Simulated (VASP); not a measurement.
# W in VASP: relaxation of the atoms with PBEsol

Aim: the relaxation of the atoms of W with PBEsol.

All numbers are computed with VASP 6.6.1; they aren't measurements. Logs are shortened: lines on timing, memory, paths and dates and some standing lists are left out, and cuts for length are marked.

## (1) The structure

The cell holds a slab with vacuum, 4 atoms: a = 2.832 Å, b = 2.832 Å, c = 28.540 Å, α = 90.00°, β = 90.00°, γ = 109.47°.

The cell was built by a generator and needn't be a form met in nature.

## (2) Relaxation of the atoms, PBEsol

The input, INCAR:

```
SYSTEM = W
ALGO = Normal
DIPOL = 0.5 0.5 0.500
EDIFF = 1E-6
EDIFFG = -0.02
ENCUT = 520
GGA = PS
IBRION = 2
IDIPOL = 3
ISIF = 2
ISMEAR = 1
KPAR = 2
LASPH = .True.
LCHARG = .False.
LDIPOL = .True.
LREAL = .False.
LWAVE = .False.
NELM = 120
NSW = 90
PREC = Accurate
SIGMA = 0.1
```

The input, KPOINTS:

```
k-points
0
Gamma
  12 12 1
  0 0 0
```

The input, POSCAR:

```
W
1.0
    2.8322668300      0.0000000000      0.0000000000
   -0.9440889400      2.6702867300      0.0000000000
    0.0000000000      0.0000000000     28.5399368600
W
4
Direct
    0.5000000000      0.5000000000      0.3878353200
    0.0000000000      0.0000000000      0.4626129400
    0.5000000000      0.5000000000      0.5373905700
    0.0000000000      0.0000000000      0.6121646800
```

Potentials or basis: VASP PAW PBE potentials, release 64 (W_sv).

On the command line:

```console
$ cat potpaw_PBE.64/W_sv/POTCAR > POTCAR
$ mpirun -np 2 vasp_std > vasp.out
```

OUTCAR:

```text
SYSTEM = W
   EDIFF = 1E-6
   EDIFFG = -0.02
   ENCUT = 520
   GGA = PS
   IBRION = 2
   ISIF = 2
   ISMEAR = 1
   LASPH = .True.
   LREAL = .False.
   NELM = 120
   NSW = 90
   PREC = Accurate

 ion  position               nearest neighbor table
   1  0.500  0.500  0.388-   2 2.69   2 2.69   2 3.15   2 3.15
   2  0.000  0.000  0.463-   1 2.69   1 2.69   3 2.69   3 2.69   1 3.15   1 3.15   3 3.15   3 3.15

   3  0.500  0.500  0.537-   4 2.69   4 2.69   2 2.69   2 2.69   4 3.15   4 3.15   2 3.15   2 3.15

   4  0.000  0.000  0.612-   3 2.69   3 2.69   3 3.15   3 3.15

  LATTYP: Found a base centered orthorhombic cell.
 ALAT       =     3.2704199982
 B/A-ratio  =     1.4142135687
 C/A-ratio  =     8.7266885830

  Lattice vectors:

 A1 = (   2.8322668300,   0.0000000000,   0.0000000000)
 A2 = (  -0.9440889400,   2.6702867300,   0.0000000000)
 A3 = (   0.0000000000,   0.0000000000,  28.5399368600)

Analysis of symmetry for initial positions (statically):
=====================================================================
 Subroutine PRICEL returns:
 Original cell was already a primitive cell.

 Routine SETGRP: Setting up the symmetry group for a
 base centered orthorhombic supercell.

 Subroutine GETGRP returns: Found  8 space group operations
 (whereof  4 operations were pure point group operations)
 out of a pool of  8 trial point group operations.

The static configuration has the point symmetry C_2v.
 The point group associated with its full space group is D_2h.

Analysis of symmetry for dynamics (positions and initial velocities):
=====================================================================
 Subroutine PRICEL returns:
 Original cell was already a primitive cell.

 Routine SETGRP: Setting up the symmetry group for a
 base centered orthorhombic supercell.

 Subroutine GETGRP returns: Found  8 space group operations
 (whereof  4 operations were pure point group operations)
 out of a pool of  8 trial point group operations.

The dynamic configuration has the point symmetry C_2v.
 The point group associated with its full space group is D_2h.

 Subroutine INISYM returns: Found  8 space group operations
 (whereof  4 operations are pure point group operations),
 and found     1 'primitive' translations

----------------------------------------------------------------------------------------

                                     Primitive cell

  volume of cell :     215.8465

  direct lattice vectors                    reciprocal lattice vectors
     2.832266830  0.000000000  0.000000000     0.353074078  0.124830539  0.000000000
    -0.944088940  2.670286730  0.000000000     0.000000000  0.374491619  0.000000000
     0.000000000  0.000000000 28.539936860     0.000000000  0.000000000  0.035038620

  length of vectors
     2.832266830  2.832266786 28.539936860     0.374491613  0.374491619  0.035038620

  position of ions in fractional coordinates (direct lattice)
     0.500000000  0.500000000  0.387835320
     0.000000000  0.000000000  0.462612940
     0.500000000  0.500000000  0.537390570
     0.000000000  0.000000000  0.612164680

  ion indices of the primitive-cell ions
   primitive index   ion index
                 1           1
                 2           2
                 3           3
                 4           4

----------------------------------------------------------------------------------------

 KPOINTS: k-points

Automatic generation of k-mesh.
 Grid dimensions read from file:
 generate k-points for:   12   12    1

 Generating k-lattice:

  Cartesian coordinates                     Fractional coordinates (reciprocal lattice)
     0.029422840  0.010402545  0.000000000     0.083333333  0.000000000  0.000000000
     0.000000000  0.031207635  0.000000000     0.000000000  0.083333333  0.000000000
     0.000000000  0.000000000  0.035038620     0.000000000  0.000000000  1.000000000

  Length of vectors
     0.031207634  0.031207635  0.035038620

  Shift w.r.t. Gamma in fractional coordinates (k-lattice)
     0.000000000  0.000000000  0.000000000

 Subroutine IBZKPT returns following result:
 ===========================================

 Found     43 irreducible k-points:

 Following reciprocal coordinates:
            Coordinates               Weight
  0.000000  0.000000  0.000000      1.000000
  0.083333  0.000000  0.000000      4.000000
  0.166667 -0.000000  0.000000      4.000000
  0.250000 -0.000000  0.000000      4.000000
  0.333333 -0.000000  0.000000      4.000000
  0.416667  0.000000  0.000000      4.000000
[... 16 lines left out ...]
  0.500000  0.166667  0.000000      4.000000
 -0.416667  0.166667  0.000000      4.000000
 [... further k-points ...]
   k-points           NKPTS =     43   k-points in BZ     NKDIM =     43   number of bands    NBANDS=     33
   number of dos      NEDOS =    301   number of ions     NIONS =      4
   total plane-waves  NPLWV = 124416
   dimension x,y,z NGX =    24 NGY =   24 NGZ =  216
   dimension x,y,z NGXF=    48 NGYF=   48 NGZF=  432
   ions per type =               4
   NGX,Y,Z   is equivalent  to a cutoff of  14.09, 14.09, 12.58 a.u.
   NGXF,Y,Z  is equivalent  to a cutoff of  28.17, 28.17, 25.16 a.u.
 SYSTEM =  W
   PREC   = accura    normal or accurate (medium, high low for compatibility)
   ISTART =      0    job   : 0-new  1-cont  2-samecut
   ICHARG =      2    charge: 1-file 2-atom 10-const
   ISPIN  =      1    spin polarized calculation?
   LNONCOLLINEAR =      F non collinear calculations
   LSORBIT =      F    spin-orbit coupling
   LASPH  =      T    aspherical Exc in radial PAW
   ENCUT  =  520.0 eV  38.22 Ry    6.18 a.u.   5.27  5.27 53.07*2*pi/ulx,y,z
   NELM   =    120;   NELMIN=  2; NELMDL= -5     # of ELM steps
   EDIFF  = 0.1E-05   stopping-criterion for ELM
   LREAL  =      F    real-space projection
   EDIFFG = -.2E-01   stopping-criterion for IOM
   NSW    =     90    number of steps for IOM
   IBRION =      2    ionic relax: 0-MD 1-quasi-New 2-CG
   NFREE  =      1    steps in history (QN), initial steepest desc. (CG)
   ISIF   =      2    stress and relaxation
   ISYM   =      2    0-nonsym 1-usesym 2-fastsym
   POTIM  = 0.5000    time-step for ionic-motion
   TEBEG  =    0.0;   TEEND  =   0.0 temperature during run
   PSTRESS=    0.0 pullay stress
   NELECT =      56.0000    total number of electrons
   NUPDOWN=      -1.0000    fix difference up-down
   EMIN   =  10.00;   EMAX   =-10.00  energy-range for DOS
   EFERMI =   0.00;   METHOD = LEGACY
   ISMEAR =     1;   SIGMA  =   0.10  broadening in eV -4-tet -1-fermi 0-gaus
   EFERMI_NEDOS =   21; number of points for ismear=-14 and -15
   IALGO  =     38    algorithm
   IMIX   =      4    mixing-type and parameters
     AMIX     =   0.40;   BMIX     =  1.00
     AMIX_MAG =   1.60;   BMIX_MAG =  1.00
  volume/ion in A,a.u.               =      53.96       364.15
  Fermi-wavevector in a.u.,A,eV,Ry     =   1.044133  1.973125 14.833258  1.090214
  Thomas-Fermi vector in A             =   2.178872
   LORBIT       =      0    0 simple, 1 ext, 2 COOP (PROOUT), +10 PAW based schemes
   GGA     = PS    functional components
   LHFCALC =     F    Hartree Fock is set to
   AEXX    =    0.0000 exact exchange contribution
   IVDW    =     0    specifies the selected vdW correction
   LEPSILON=     F    determine dielectric tensor
   LRPA    =     F    only Hartree local field effects (RPA)
 conjugate gradient relaxation of ions
 non-spin polarized calculation
 Methfessel and Paxton  Order N= 1 SIGMA  =   0.10
  energy-cutoff  :      520.00
  volume of cell :      215.85
 maximum number of plane-waves:      5860
 NGX is ok and might be reduce to    24
   NGX = 11   NGY = 11   NGZ =107

--------------------------------------- Ionic step        1  -------------------------------------------

 number of electron      56.0000008 magnetization

 Free energy of the ion-electron system (eV)
  ---------------------------------------------------
  ext. energy  EPLUGINS =         0.00000000
  ---------------------------------------------------
  free energy    TOTEN  =       -51.49354901 eV

  energy without entropy =      -51.49446271  energy(sigma->0) =      -51.49385358

------------------------ aborting loop because EDIFF is reached ----------------------------------------

  FORCE on cell =-STRESS in cart. coord.  units (eV):
  Direction    XX          YY          ZZ          XY          YZ          ZX
  --------------------------------------------------------------------------------------
  -------------------------------------------------------------------------------------
  Total      -11.2362072    -11.9813079     -1.3759193     -1.0537320      0.0000000      0.0000000
  in kB      -83.4036872    -88.9343918    -10.2131207     -7.8216016      0.0000000      0.0000000
  external PRESSURE =     -60.8503999 kB  Pullay stress =       0.0000000 kB
[... 25 lines left out ...]
--------------------------------------- Ionic step        2  -------------------------------------------

 number of electron      56.0000002 magnetization

------------------------ aborting loop because EDIFF is reached ----------------------------------------

 vacuum level on the upper side and lower side of the slab       (xc-potential included)        -0.019         0.004

  FORCE on cell =-STRESS in cart. coord.  units (eV):
  Direction    XX          YY          ZZ          XY          YZ          ZX
  --------------------------------------------------------------------------------------
  -------------------------------------------------------------------------------------
  Total      -10.0429907    -10.9252560     -0.4658959     -1.2477121      0.0000000      0.0000000
  in kB      -74.5467257    -81.0955707     -3.4582340     -9.2614692      0.0000000      0.0000000
  external PRESSURE =     -53.0335101 kB  Pullay stress =       0.0000000 kB

 VOLUME and BASIS-vectors are now :
 -----------------------------------------------------------------------------
  energy-cutoff  :      520.00
  volume of cell :      215.85
      direct lattice vectors                 reciprocal lattice vectors
     2.832266830  0.000000000  0.000000000     0.353074078  0.124830539  0.000000000
    -0.944088940  2.670286730  0.000000000     0.000000000  0.374491619  0.000000000
     0.000000000  0.000000000 28.539936860     0.000000000  0.000000000  0.035038620
[... 128 lines left out ...]
  energy  without entropy=      -51.5342477592  energy(sigma->0) =      -51.53557701

--------------------------------------- Ionic step        6  -------------------------------------------

 number of electron      56.0000006 magnetization

 dipolmoment           0.000000      0.000000     -0.000976 electrons x Angstroem

 Free energy of the ion-electron system (eV)
  ---------------------------------------------------
  ext. energy  EPLUGINS =         0.00000000
  ---------------------------------------------------
  free energy    TOTEN  =       -51.53698618 eV

  energy without entropy =      -51.53485791  energy(sigma->0) =      -51.53627676

 E-fermi :  -0.0081     XC(G=0):  -4.8345

 val. band max:       -0.0116481697   @ k =   0.1667   0.0833   0.0000
 cond. band min:      -0.0057676113   @ k =  -0.4167   0.3333   0.0000
 fundamental gap:      0.0058805584
 Fermi energy:        -0.0080597893

 k-point     1 :       0.0000    0.0000    0.0000
  band No.  band energies     occupation
      1     -74.1854      2.00000
      2     -74.1268      2.00000
      3     -74.0235      2.00000
      4     -73.9999      2.00000
      5     -38.9479      2.00000
      6     -38.6576      2.00000
[... 853 lines left out ...]
     32       1.4376     -0.00000
     33       2.4594      0.00000

 [... further k-points ...]

------------------------ aborting loop because EDIFF is reached ----------------------------------------

 vacuum level on the upper side and lower side of the slab       (xc-potential included)        -0.165        -0.141

  FORCE on cell =-STRESS in cart. coord.  units (eV):
  Direction    XX          YY          ZZ          XY          YZ          ZX
  --------------------------------------------------------------------------------------
  -------------------------------------------------------------------------------------
  Total      -10.1146452    -10.9700061     -0.0611570     -1.2096636      0.0000000      0.0000000
  in kB      -75.0785994    -81.4277396     -0.4539540     -8.9790441      0.0000000      0.0000000
  external PRESSURE =     -52.3200977 kB  Pullay stress =       0.0000000 kB

 VOLUME and BASIS-vectors are now :
 -----------------------------------------------------------------------------
  energy-cutoff  :      520.00
  volume of cell :      215.85
      direct lattice vectors                 reciprocal lattice vectors
     2.832266830  0.000000000  0.000000000     0.353074078  0.124830539  0.000000000
    -0.944088940  2.670286730  0.000000000     0.000000000  0.374491619  0.000000000
     0.000000000  0.000000000 28.539936860     0.000000000  0.000000000  0.035038620
[... 10 lines left out ...]
  FREE ENERGIE OF THE ION-ELECTRON SYSTEM (eV)
  ---------------------------------------------------
  free  energy   TOTEN  =       -51.5369861802 eV

  energy  without entropy=      -51.5348579069  energy(sigma->0) =      -51.53627676

 reached required accuracy - stopping structural energy minimisation

 vacuum level on the upper side and lower side of the slab         4.651         4.675
```

Run time: 6.6 min. Hardware: 2 MPI ranks of Intel Xeon Platinum 8559C (Emerald Rapids), shared host; peak memory 0.48 GiB.

Results:

```yaml
Free_energy: -51.5370 eV
Energy_gained_by_relaxing: 10.9 meV/atom
Ionic_steps: 6
Largest_force_after_relaxing: 0.009 eV/Å
Band_gap_on_the_k_mesh: none (metal or under the smearing width)
```

Forces in eV/Å, atoms in the order of the input:
```
W    0.000  0.000  0.005
W    0.000  0.000 -0.009
W    0.000  0.000  0.009
W    0.000  0.000 -0.005
```

Step by step:
```tsv
step	energy change (eV)	largest force (eV/Å)	pressure (GPa)
1	0.0000	0.9556	-6.09
2	-0.0383	0.3090	-5.30
3	-0.0420	0.0811	-5.53
4	-0.0420	0.0885	-5.55
5	-0.0427	0.0638	-5.46
6	-0.0434	0.0093	-5.23
```

Final structure:
```
W
1.0
     2.83227    0.00000    0.00000
    -0.94409    2.67029    0.00000
     0.00000    0.00000   28.53994
W
4
Direct
  0.50000 0.50000 0.38898
  0.00000 0.00000 0.46162
  0.50000 0.50000 0.53838
  0.00000 0.00000 0.61102
```

Caveat: the PAW data sets were made with another functional, which shifts forces and pressure a little.
